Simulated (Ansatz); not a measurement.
## Mg2Ge

The computed numbers are results of PBE, scalar-relativistic (no spin polarisation) in the plane-wave PAW code Ansatz at 420 eV, 10×10×10 k-mesh, Gaussian smearing of 0.05 eV; PAW files: Ansatz's generated set soft_2.

```
CELL_PARAMETERS angstrom
0.00000 3.21083 3.21083
3.21083 0.00000 3.21083
3.21083 3.21083 0.00000
ATOMIC_POSITIONS crystal
Mg 0.25000 0.25000 0.25000
Mg 0.75000 0.75000 0.75000
Ge 0.00000 0.00000 0.00000
```

The chain of runs began from a cell as deposited in COD, expanded in volume. Of that entry: the entry's cell lengths or inner coordinates differ somewhat from later room-temperature determinations.

Cell and atoms are those of this level's equilibrium.

Path: Γ–X–U | K–Γ–L–W–X, with Γ = (0.000, 0.000, 0.000), X = (0.500, 0.000, 0.500), U = (0.625, 0.250, 0.625), K = (0.375, 0.375, 0.750), L = (0.500, 0.500, 0.500), W = (0.500, 0.250, 0.750) in reciprocal vectors of the calculation's cell.

Q: Is it a metal or an insulator, and if it has a gap, where are the band edges on this path?

A: An insulator with a gap of 0.17 eV on the path, the valence band topping at Γ and the conduction band bottoming at X; the smallest direct gap is 0.95 eV.

Levels between -6 and 6 eV from the Fermi level at the path's named points:
```tsv
point	below E_F (eV)	above E_F (eV)
Γ	-0.08 -0.08 -0.08	0.86 2.71 2.71 2.71 5.90 5.98 5.98
X	-4.56 -2.06 -2.06	0.08 0.44
U and K	-4.13 -3.54 -1.74	0.62 3.00 5.87 5.95
L	-4.87 -0.81 -0.81	0.85 2.66 2.66 4.71
W	-3.72 -3.72 -2.74	2.68 3.60 3.64 3.64
```

Run time: 15 s on 2 threads of Arm Neoverse V2, with other jobs on the host, peak memory 0.4 GiB.
